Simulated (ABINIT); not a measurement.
Runs of ABINIT 10.8.3 (patched build) on BN. Symmetry: F-43m, No. 216, cubic system. Conventional cell: a = 3.626 Å, b = 3.626 Å, c = 3.626 Å, α = 90.00°, β = 90.00°, γ = 90.00°. Around N (site symmetry -43m) lie 4 B at 1.57 Å. Around B (site symmetry -43m) lie 4 N at 1.57 Å. The cell is a database's computed one.

```tsv
level	potentials or basis	k mesh	cutoff (eV)	smearing	fine-grid cutoff	gap on the mesh (eV)	pressure (GPa)
WC	JTH PAW PBE v2.0	13 × 13 × 13	844	fermi-dirac 0.05 eV	1442.2 eV	4.39	-6.3
BLYP	JTH PAW PBE v2.0	13 × 13 × 13	844	fermi-dirac 0.05 eV	1442.2 eV	4.93	(b)
PBE	JTH PAW PBE v2.0	13 × 13 × 13	844	fermi-dirac 0.05 eV	1442.2 eV	4.52	-0.6
AM05	JTH PAW PBE v2.0	13 × 13 × 13	844	fermi-dirac 0.05 eV	1442.2 eV	4.35	-6.8
SCAN	JTH PAW PBE v2.0	13 × 13 × 13	844	fermi-dirac 0.05 eV	1442.2 eV	5.01	(c)
PW91	JTH PAW PBE v2.0	13 × 13 × 13	844	fermi-dirac 0.05 eV	1442.2 eV	4.57	-1.4
PBE	PseudoDojo NC SR PBE v0.4.1 standard	8 × 8 × 8	952	fixed	-	4.52	-2.0
RPBE	JTH PAW PBE v2.0	13 × 13 × 13	844	fermi-dirac 0.05 eV	1442.2 eV	4.55	(a)
```

Alike in all rows: task single point; no spin polarisation; cell as given.

**Question.** Fill in the values left out.

**Answer.** (a) 5.1; (b) 5.8; (c) -4.5.

Caveats: an odd mesh through Γ misses points on the zone boundary, where band edges often lie (some runs); the PAW data sets were made with another functional, which shifts forces and pressure a little (some runs).
